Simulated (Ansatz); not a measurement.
**Ligand exchange: Cd(CH3)Cl + C3H9N → Cd(CH3)(NH2) + C3H7Cl**

Species: Cd(CH3)Cl, singlet; C3H9N (propylamine) `CCCN`, singlet; Cd(CH3)(NH2), singlet; C3H7Cl (1-chloropropane) `CCCCl`, singlet. The partners trade Cl for NH2: Cd–Cl and C–NH2 bonds give way to Cd–NH2 and C–Cl.

Shapes, held fixed at every level: PBE0-D4/def2-TZVP. Flexible molecules stand in one conformer, not always the lowest. Programs: Ansatz 0.2.0. Electronic energies: no zero-point or thermal term.

Estimate ΔE of this reaction.

The highest level, CCSD(T)/def2-TZVPP, gives ΔE = +121.0 kJ/mol; the levels span +115.1 to +159.1. The column of differences is taken from that level and isn't an error. No measured value is set beside it here. For atoms past krypton def2 sets carry core potentials with scalar relativity. Correlated rows may include outer-core shells of Cd, which these sets cover unevenly.

```csv
level,kind,ΔE (kJ/mol),less CCSD(T)/def2-TZVPP
HF/def2-TZVPP,Hartree–Fock,+159.1,+38.1
B3LYP-D4/def2-TZVPP,global hybrid,+125.3,+4.3
wB97M-V/def2-TZVPP,range-separated hybrid,+127.8,+6.8
wB97X-V/def2-TZVPP,range-separated hybrid,+128.9,+7.9
MP2/def2-TZVPP,perturbation theory,+115.1,-5.9
CCSD/def2-TZVPP,coupled cluster or CI,+126.9,+5.9
CCSD(T)/def2-TZVPP,coupled cluster or CI,+121.0,0.0
```
